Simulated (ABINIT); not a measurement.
Here is an ABINIT 10.8.3 (patched build) calculation.

Contents of run.abi:

```
# Pseudopotentials
pp_dirpath "./"
pseudos "In.upf, P.upf"

# Structure
acell 4.1443528445 4.1443528445 4.1443528445 Angstrom
rprim
     0.0000000000     0.7071067812     0.7071067812
     0.7071067812     0.0000000000     0.7071067812
     0.7071067812     0.7071067812     0.0000000000
ntypat 2
znucl 49 15
natom 2
typat 1 2
xred
     0.0000000000     0.0000000000     0.0000000000
     0.7500000000     0.7500000000     0.7500000000

# Plane-wave basis
ecut 843.552974 eV

# k points
kptopt 1
ngkpt 6 6 6
nshiftk 1
shiftk 0.0 0.0 0.0

# Exchange and correlation
ixc -116133

# Bands and occupations
nband 13
occopt 3
tsmear 0.05 eV

# SCF cycle
nstep 100
tolvrs 1.0e-10

# Output
iomode 3
prtwf 0
prtden 0
prteig 0
prtebands 0
enunit 1
```

Potentials or basis: PseudoDojo NC SR PBEsol v0.4.1 standard.

The run is started by

```console
$ abinit run.abi > log 2>&1
```

Q: Estimate the pressure.

A: 0.1 GPa.

Q: Estimate the band gap on the k mesh.

A: 0.61 eV, direct.

Caveat: spin-orbit coupling is left out, which moves the levels of the heavy elements.

**The experiment to reproduce.**

From a printed reference work, data compilation, for a bulk crystal of InP at 1.6 K: band gap 1.4236 eV (direct).

Against the measured gap of InP, 1.4236 eV (direct; 1.6 K; a printed reference work, data compilation), the calculated 0.61 eV is off by -0.81 eV. Spin-orbit coupling on In is left out. The value is that of PBEsol, without temperature or zero-point motion. Semilocal functionals fall short of measured gaps as a rule.
